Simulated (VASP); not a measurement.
Here is a VASP 6.6.1 calculation.

Contents of POSCAR:

```
LiF                                     
1.0
    0.0000000000      1.9984797588      1.9984797588
    1.9984797588      0.0000000000      1.9984797588
    1.9984797588      1.9984797588      0.0000000000
  Li              F             
     1     1
Direct
     0.0000000000000000    0.0000000000000000    0.0000000000000000
     0.5000000000000000    0.5000000000000000    0.5000000000000000
```

The input INCAR.step1:

```
  PREC = Accurate
  ENCUT = 520
  EDIFF = 1E-5
  ISMEAR = 0
  SIGMA = 0.03
  LREAL = F
  LASPH = T
  NELM = 80
  ALGO = Normal
  ISIF = 2
  LWAVE = T
  LCHARG = F
  GGA = PE
```

Contents of INCAR.step2:

```
  PREC = Accurate
  ENCUT = 520
  EDIFF = 1E-6
  ISMEAR = 0
  SIGMA = 0.03
  LREAL = F
  LASPH = T
  NELM = 80
  ALGO = Normal
  ISIF = 2
  LWAVE = F
  LCHARG = F
  METAGGA = MBJ
  ISTART = 1
```

The input KPOINTS:

```
Automatic mesh
0
Gamma
  12 12 12
```

The input KPOINTS_OPT:

```
explicit points
202
Reciprocal
 0.0000000000  0.0000000000  0.0000000000 1
 0.0555555556  0.0000000000  0.0555555556 1
 0.1111111111  0.0000000000  0.1111111111 1
 0.1666666667  0.0000000000  0.1666666667 1
 0.2222222222  0.0000000000  0.2222222222 1
 0.2777777778  0.0000000000  0.2777777778 1
[... 194 lines left out ...]
 0.4920670900  0.0079329100  0.5000000000 1
 0.5079329100 -0.0079329100  0.5000000000 1
```

Potentials or basis: VASP PAW PBE potentials, release 64 (Li_sv, F).

Run with:

```bash
$ cat potpaw_PBE.64/Li_sv/POTCAR potpaw_PBE.64/F/POTCAR > POTCAR
$ cp INCAR.step1 INCAR
$ mpirun -np 1 vasp_std > vasp.out
$ cp INCAR.step2 INCAR
$ mpirun -np 1 vasp_std > vasp.out
```

Q: Estimate the band gap on the k mesh.

A: 12.80 eV, direct.

Q: Predict the band gap along the path.

A: 12.80 eV, direct.

Levels at the corners of the path, in eV from the valence-band top:
```tsv
point	band 1	band 2	band 3	band 4	band 5	band 6	band 7	band 8	band 9
Γ	-44.32	-22.08	0.00	0.00	0.00	12.80	27.80	27.80	27.80
X	-44.28	-21.58	-2.30	-0.80	-0.80	19.17	20.46	21.00	25.37
X	-44.28	-21.58	-2.30	-0.80	-0.80	19.17	20.46	21.00	25.37
W	-44.28	-21.59	-1.59	-1.59	-0.68	19.37	19.37	22.10	22.98
W	-44.28	-21.59	-1.59	-1.59	-0.68	19.37	19.37	22.10	22.98
K	-44.28	-21.61	-1.91	-1.24	-0.60	18.78	19.25	22.15	24.62
K	-44.28	-21.61	-1.91	-1.24	-0.60	18.78	19.25	22.15	24.62
Γ	-44.32	-22.08	0.00	0.00	0.00	12.80	27.80	27.80	27.80
Γ	-44.32	-22.08	0.00	0.00	0.00	12.80	27.80	27.80	27.80
L	-44.29	-21.75	-2.04	-0.22	-0.22	15.09	20.77	23.54	23.54
L	-44.29	-21.75	-2.04	-0.22	-0.22	15.09	20.77	23.54	23.54
U	-44.28	-21.61	-1.91	-1.24	-0.60	18.78	19.25	22.15	24.62
U	-44.28	-21.61	-1.91	-1.24	-0.60	18.78	19.25	22.15	24.62
W	-44.28	-21.59	-1.59	-1.59	-0.68	19.37	19.37	22.10	22.98
W	-44.28	-21.59	-1.59	-1.59	-0.68	19.37	19.37	22.10	22.98
L	-44.29	-21.75	-2.04	-0.22	-0.22	15.09	20.77	23.54	23.54
L	-44.29	-21.75	-2.04	-0.22	-0.22	15.09	20.77	23.54	23.54
K	-44.28	-21.61	-1.91	-1.24	-0.60	18.78	19.25	22.15	24.62
U	-44.28	-21.61	-1.91	-1.24	-0.60	18.78	19.25	22.15	24.62
X	-44.28	-21.58	-2.30	-0.80	-0.80	19.17	20.46	21.00	25.37
```
